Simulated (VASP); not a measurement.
# Al (Fm-3m) in VASP: further runs

One crystal, Al, is run at these levels: LDA; tasks: relaxation of cell and atoms, electrostatic potential.

Everything below comes from runs of VASP 6.6.1. Logs are shortened: lines on timing, memory, paths and dates and some standing lists are left out, and cuts for length are marked.

## (1) The structure

It takes space group Fm-3m (No. 225, cubic). The conventional cell has a = 4.020 Å, b = 4.020 Å, c = 4.020 Å, α = 90.00°, β = 90.00°, γ = 90.00°. Al (site symmetry m-3m) has 12 Al at 2.84 Å as nearest neighbours.

The cell was built by a generator and needn't be a form met in nature.

## (2) Relaxation of cell and atoms, LDA

Contents of INCAR:

```
SYSTEM = Al
PREC     = Accurate       ! precision mode
ENCUT    = 600            ! plane-wave cutoff, eV
EDIFF    = 1E-6           ! SCF threshold, eV
ISMEAR   = 1              ! smearing method
SIGMA    = 0.1            ! smearing width, eV
LREAL    = .FALSE.        ! projectors in reciprocal space
LASPH    = .TRUE.         ! aspherical terms in the spheres
NELM     = 120            ! most SCF steps
ALGO     = Normal         ! electronic algorithm
ISIF     = 3              ! what is computed and relaxed
LWAVE    = .FALSE.        ! write WAVECAR
LCHARG   = .FALSE.        ! write CHGCAR
IBRION   = 2              ! ionic algorithm
NSW      = 40             ! ionic steps
EDIFFG   = -0.005         ! ionic threshold
```

Contents of KPOINTS:

```
Automatic mesh
0
G
  18 18 18
  0 0 0
```

Contents of POSCAR:

```
Al
1.0
    0.0000000000      2.0100000000      2.0100000000
    2.0100000000      0.0000000000      2.0100000000
    2.0100000000      2.0100000000      0.0000000000
Al
1
Direct
    0.0000000000      0.0000000000      0.0000000000
```

Potentials or basis: VASP PAW LDA potentials, release 64 (Al).

Command:

```bash
> cat potpaw_LDA.64/Al/POTCAR > POTCAR
> mpirun -np 1 vasp_std > vasp.out
```

OUTCAR:

```text
SYSTEM = Al
   PREC = Accurate
   ENCUT = 600
   EDIFF = 1E-6
   ISMEAR = 1
   LREAL = .FALSE.
   LASPH = .TRUE.
   NELM = 120
   ISIF = 3
   IBRION = 2
   NSW = 40
   EDIFFG = -0.005

 ion  position               nearest neighbor table
   1  0.000  0.000  0.000-

  LATTYP: Found a face centered cubic cell.
 ALAT       =     4.0200000000

  Lattice vectors:

 A1 = (   0.0000000000,   2.0100000000,   2.0100000000)
 A2 = (   2.0100000000,   0.0000000000,   2.0100000000)
 A3 = (   2.0100000000,   2.0100000000,   0.0000000000)

Analysis of symmetry for initial positions (statically):
=====================================================================
 Subroutine PRICEL returns:
 Original cell was already a primitive cell.

 Routine SETGRP: Setting up the symmetry group for a
 face centered cubic supercell.

 Subroutine GETGRP returns: Found 48 space group operations
 (whereof 48 operations were pure point group operations)
 out of a pool of 48 trial point group operations.

The static configuration has the point symmetry O_h .

Analysis of symmetry for dynamics (positions and initial velocities):
=====================================================================
 Subroutine PRICEL returns:
 Original cell was already a primitive cell.

 Routine SETGRP: Setting up the symmetry group for a
 face centered cubic supercell.

 Subroutine GETGRP returns: Found 48 space group operations
 (whereof 48 operations were pure point group operations)
 out of a pool of 48 trial point group operations.

The dynamic configuration has the point symmetry O_h .

 Subroutine INISYM returns: Found 48 space group operations
 (whereof 48 operations are pure point group operations),
 and found     1 'primitive' translations

----------------------------------------------------------------------------------------

                                     Primitive cell

  volume of cell :      16.2412

  direct lattice vectors                    reciprocal lattice vectors
     0.000000000  2.010000000  2.010000000    -0.248756219  0.248756219  0.248756219
     2.010000000  0.000000000  2.010000000     0.248756219 -0.248756219  0.248756219
     2.010000000  2.010000000  0.000000000     0.248756219  0.248756219 -0.248756219

  length of vectors
     2.842569260  2.842569260  2.842569260     0.430858410  0.430858410  0.430858410

  position of ions in fractional coordinates (direct lattice)
     0.000000000  0.000000000  0.000000000

  ion indices of the primitive-cell ions
   primitive index   ion index
                 1           1

----------------------------------------------------------------------------------------

 KPOINTS: Automatic mesh

Automatic generation of k-mesh.
 Grid dimensions read from file:
 generate k-points for:   18   18   18

 Generating k-lattice:

  Cartesian coordinates                     Fractional coordinates (reciprocal lattice)
    -0.013819790  0.013819790  0.013819790     0.055555556  0.000000000  0.000000000
     0.013819790 -0.013819790  0.013819790     0.000000000  0.055555556  0.000000000
     0.013819790  0.013819790 -0.013819790     0.000000000  0.000000000  0.055555556

  Length of vectors
     0.023936578  0.023936578  0.023936578

  Shift w.r.t. Gamma in fractional coordinates (k-lattice)
     0.000000000  0.000000000  0.000000000

 Subroutine IBZKPT returns following result:
 ===========================================

 Found    195 irreducible k-points:

 Following reciprocal coordinates:
            Coordinates               Weight
  0.000000  0.000000  0.000000      1.000000
  0.055556  0.000000  0.000000      8.000000
  0.111111  0.000000  0.000000      8.000000
  0.166667  0.000000  0.000000      8.000000
  0.222222  0.000000  0.000000      8.000000
  0.277778  0.000000  0.000000      8.000000
[... 16 lines left out ...]
 -0.277778  0.055556  0.000000     24.000000
 -0.222222  0.055556  0.000000     24.000000
 [... further k-points ...]
   k-points           NKPTS =    195   k-points in BZ     NKDIM =    195   number of bands    NBANDS=      5
   number of dos      NEDOS =    301   number of ions     NIONS =      1
   total plane-waves  NPLWV =  13824
   dimension x,y,z NGX =    24 NGY =   24 NGZ =   24
   dimension x,y,z NGXF=    48 NGYF=   48 NGZF=   48
   ions per type =               1
   NGX,Y,Z   is equivalent  to a cutoff of  14.04, 14.04, 14.04 a.u.
   NGXF,Y,Z  is equivalent  to a cutoff of  28.07, 28.07, 28.07 a.u.
 SYSTEM =  Al
   PREC   = accura    normal or accurate (medium, high low for compatibility)
   ISTART =      0    job   : 0-new  1-cont  2-samecut
   ICHARG =      2    charge: 1-file 2-atom 10-const
   ISPIN  =      1    spin polarized calculation?
   LNONCOLLINEAR =      F non collinear calculations
   LSORBIT =      F    spin-orbit coupling
   LASPH  =      T    aspherical Exc in radial PAW
   ENCUT  =  600.0 eV  44.10 Ry    6.64 a.u.   5.68  5.68  5.68*2*pi/ulx,y,z
   NELM   =    120;   NELMIN=  2; NELMDL= -5     # of ELM steps
   EDIFF  = 0.1E-05   stopping-criterion for ELM
   LREAL  =      F    real-space projection
   EDIFFG = -.5E-02   stopping-criterion for IOM
   NSW    =     40    number of steps for IOM
   IBRION =      2    ionic relax: 0-MD 1-quasi-New 2-CG
   NFREE  =      1    steps in history (QN), initial steepest desc. (CG)
   ISIF   =      3    stress and relaxation
   ISYM   =      2    0-nonsym 1-usesym 2-fastsym
   POTIM  = 0.5000    time-step for ionic-motion
   TEBEG  =    0.0;   TEEND  =   0.0 temperature during run
   PSTRESS=    0.0 pullay stress
   NELECT =       3.0000    total number of electrons
   NUPDOWN=      -1.0000    fix difference up-down
   EMIN   =  10.00;   EMAX   =-10.00  energy-range for DOS
   EFERMI =   0.00;   METHOD = LEGACY
   ISMEAR =     1;   SIGMA  =   0.10  broadening in eV -4-tet -1-fermi 0-gaus
   EFERMI_NEDOS =   21; number of points for ismear=-14 and -15
   IALGO  =     38    algorithm
   IMIX   =      4    mixing-type and parameters
     AMIX     =   0.40;   BMIX     =  1.00
     AMIX_MAG =   1.60;   BMIX_MAG =  1.00
  volume/ion in A,a.u.               =      16.24       109.60
  Fermi-wavevector in a.u.,A,eV,Ry     =   0.932343  1.761873 11.827055  0.869264
  Thomas-Fermi vector in A             =   2.058931
   LORBIT       =      0    0 simple, 1 ext, 2 COOP (PROOUT), +10 PAW based schemes
   GGA     = CA    functional components
   LHFCALC =     F    Hartree Fock is set to
   AEXX    =    0.0000 exact exchange contribution
   IVDW    =     0    specifies the selected vdW correction
   LEPSILON=     F    determine dielectric tensor
   LRPA    =     F    only Hartree local field effects (RPA)
 conjugate gradient relaxation of ions
 non-spin polarized calculation
 Methfessel and Paxton  Order N= 1 SIGMA  =   0.10
  energy-cutoff  :      600.00
  volume of cell :       16.24
 maximum number of plane-waves:       556
   NGX = 11   NGY = 11   NGZ = 11

--------------------------------------- Ionic step        1  -------------------------------------------

 number of electron       3.0000000 magnetization

 Free energy of the ion-electron system (eV)
  ---------------------------------------------------
  ext. energy  EPLUGINS =         0.00000000
  ---------------------------------------------------
  free energy    TOTEN  =        -4.18599653 eV

  energy without entropy =       -4.18532666  energy(sigma->0) =       -4.18577324

------------------------ aborting loop because EDIFF is reached ----------------------------------------

  FORCE on cell =-STRESS in cart. coord.  units (eV):
  Direction    XX          YY          ZZ          XY          YZ          ZX
  --------------------------------------------------------------------------------------
  -------------------------------------------------------------------------------------
  Total       -0.2039213     -0.2039213     -0.2039213      0.0000000     -0.0000000     -0.0000000
  in kB      -20.1166230    -20.1166230    -20.1166230      0.0000000     -0.0000000     -0.0000000
  external PRESSURE =     -20.1166230 kB  Pullay stress =       0.0000000 kB
[... 55 lines left out ...]
  energy  without entropy=       -4.1879801130  energy(sigma->0) =       -4.18844036

--------------------------------------- Ionic step        3  -------------------------------------------

 number of electron       3.0000000 magnetization

 Free energy of the ion-electron system (eV)
  ---------------------------------------------------
  ext. energy  EPLUGINS =         0.00000000
  ---------------------------------------------------
  free energy    TOTEN  =        -4.18871323 eV

  energy without entropy =       -4.18800445  energy(sigma->0) =       -4.18847697

 E-fermi :   8.2281     XC(G=0): -10.5007

 val. band max:        8.2098737536   @ k =  -0.2778   0.2778   0.0556
 cond. band min:       8.2348100100   @ k =  -0.4444   0.3333   0.1111
 fundamental gap:      0.0249362563
 Fermi energy:         8.2281281631

 k-point     1 :       0.0000    0.0000    0.0000
  band No.  band energies     occupation
      1      -3.1577      2.00000
      2      21.0377      0.00000
      3      21.0377      0.00000
      4      21.0377      0.00000
      5      22.6858      0.00000

 k-point     2 :       0.0556    0.0000    0.0000
  band No.  band energies     occupation
      1      -3.0717      2.00000
      2      19.5342      0.00000
      3      20.7430      0.00000
      4      20.7430      0.00000
      5      23.1135      0.00000
[... 169 lines left out ...]
 k-point    24 :      -0.2222    0.0556    0.0000
  band No.  band energies     occupation
      1      -1.4749      2.00000
      2      12.1530      0.00000
      3      17.7120      0.00000
      4      20.6043      0.00000
      5      22.3727      0.00000

 [... further k-points ...]
[... 5 lines left out ...]
  --------------------------------------------------------------------------------------
  -------------------------------------------------------------------------------------
  Total        0.0000586      0.0000586      0.0000586      0.0000000     -0.0000000     -0.0000000
  in kB        0.0059335      0.0059335      0.0059335      0.0000000     -0.0000000     -0.0000000
  external PRESSURE =       0.0059335 kB  Pullay stress =       0.0000000 kB
[... 16 lines left out ...]
  FREE ENERGIE OF THE ION-ELECTRON SYSTEM (eV)
  ---------------------------------------------------
  free  energy   TOTEN  =        -4.1887132324 eV

  energy  without entropy=       -4.1880044523  energy(sigma->0) =       -4.18847697

 reached required accuracy - stopping structural energy minimisation
```

Run time: 10 s. Hardware: 1 thread of Intel Xeon Platinum 8375C at 2.90GHz (Ice Lake), shared host; peak memory 0.14 GiB.

What came out:

```
Free energy                            : -4.1887 eV
Relaxed volume                         : 15.82 Å³/atom
Relaxed cell                           : a = 2.818 Å, b = 2.818 Å, c = 2.818 Å, α = 60.00°, β = 60.00°, γ = 60.00°
Space group after relaxing (to 0.05 Å) : Fm-3m (No. 225)
Energy gained by relaxing              : 2.7 meV/atom
Ionic steps                            : 3
Pressure after relaxing                : 0.0 GPa
Band gap on the k mesh                 : none (metal or under the smearing width)
```

Step by step:
| step | energy change (eV) | largest force (eV/Å) | pressure (GPa) | volume (Å³) |
| --- | --- | --- | --- | --- |
| 1 | 0.0000 | 0.0000 | -2.01 | 16.24 |
| 2 | -0.0027 | 0.0000 | 0.27 | 15.77 |
| 3 | -0.0027 | 0.0000 | 0.00 | 15.82 |

Final structure:
```
Al
1.0
     0.00000    1.99239    1.99239
     1.99239    0.00000    1.99239
     1.99239    1.99239    0.00000
Al
1
Direct
  0.00000 0.00000 0.00000
```

## (3) Electrostatic potential, LDA

This run uses another cell than the first one, of 15.82 Å³/atom, 0.974 times its volume.

Contents of INCAR:

```
SYSTEM = Al
  ALGO = Normal
  EDIFF = 1E-6
  ENCUT = 520
  ISIF = 2
  ISMEAR = 1
  LASPH = .TRUE.
  LCHARG = .TRUE.
  LREAL = .FALSE.
  LVHAR = .TRUE.
  LWAVE = .FALSE.
  NELM = 60
  PREC = Accurate
  SIGMA = 0.1
```

Contents of KPOINTS:

```
k-points
0
G
  18 18 18
  0 0 0
```

Contents of POSCAR:

```
Al                                      
1.0
   -0.0000000000      1.9923901031      1.9923901031
    1.9923901031     -0.0000000000      1.9923901031
    1.9923901031      1.9923901031     -0.0000000000
  Al            
     1
Direct
     0.0000000000000000    0.0000000000000000    0.0000000000000000
```

Potentials or basis: VASP PAW LDA potentials, release 64 (Al).

Command:

```bash
> cat potpaw_LDA.64/Al/POTCAR > POTCAR
> mpirun -np 1 vasp_std > vasp.out
```

It took 5.3 s on 1 thread of Intel Xeon Platinum 8375C at 2.90GHz (Ice Lake), shared host; peak memory 0.13 GiB.

Results (log left out):

| Property | Result |
| --- | --- |
| Free energy | -4.1887 eV |
| Pressure | 0.0 GPa |
| Band gap on the k mesh | none (metal or under the smearing width) |

Levels at points of the mesh, in eV from the Fermi level:
```
           k point  band 1  band 2  band 3  band 4  band 5
(0.00, 0.00, 0.00)  -11.39   12.81   12.81   12.81   14.46
(0.50, 0.00, 0.00)   -4.71   -4.44   11.64   11.64   11.70
(0.50, 0.50, 0.00)   -2.99   -1.61    5.31    5.74    5.74
```
